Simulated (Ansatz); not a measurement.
Ti3SiC2 (MAX-312 type, space group P6_3/mmc)

```xyz
12
Lattice="3.0673 0.0000 0.0000 -1.5336 2.6563 0.0000 0.0000 0.0000 17.6756" Properties=species:S:1:pos:R:3 pbc="T T T"
Ti     0.0000     0.0000     0.0000
Ti     0.0000     0.0000     8.8378
Ti     0.0000     1.7709     2.3887
Ti     1.5336     0.8854    11.2265
Ti     1.5336     0.8854    15.2868
Ti     0.0000     1.7709     6.4491
Si     0.0000     0.0000     4.4189
Si     0.0000     0.0000    13.2567
C      0.0000     1.7709    10.1192
C      1.5336     0.8854     1.2814
C      1.5336     0.8854     7.5564
C      0.0000     1.7709    16.3941
```

E(V) scan at fixed shape, V₀ the volume above. The atoms relax within the cell's symmetry.

Computed with r2SCAN (plane waves to 500 eV, PAW, scalar-relativistic; Ansatz, a quantum-chemistry and plane-wave program). k mesh 14×14×3 (Γ-centred), Fermi-Dirac smearing 0.05 eV. Energies are smeared free energies. With the shape held, the modulus is that of even scaling; a crystal free to change shape is softer. Ti3SiC2 is run without spin polarisation. Ti3SiC2 was relaxed with its symmetry unable to fall. ΔE is measured from the relaxed starting cell. The last digit holds for this mesh only.

```
V (Å³/atom)  ΔE (meV/atom)
-----------  -------------
11.281                29.0
11.461                15.9
11.641                 6.9
11.821                 1.7
12.001                 0.0
12.181                 1.6
12.361                 6.2
12.541                13.5
12.721                23.5
```

Problem. What bulk modulus at fixed cell shape B₀ follows from a third-order Birch-Murnaghan fit?

Solution. 193 GPa.

Problem. What is the fitted pressure derivative B₀′?

Solution. 4.3.

(Under strain, the slope of the energy per volume gives the stress and its curvature an elastic modulus.)
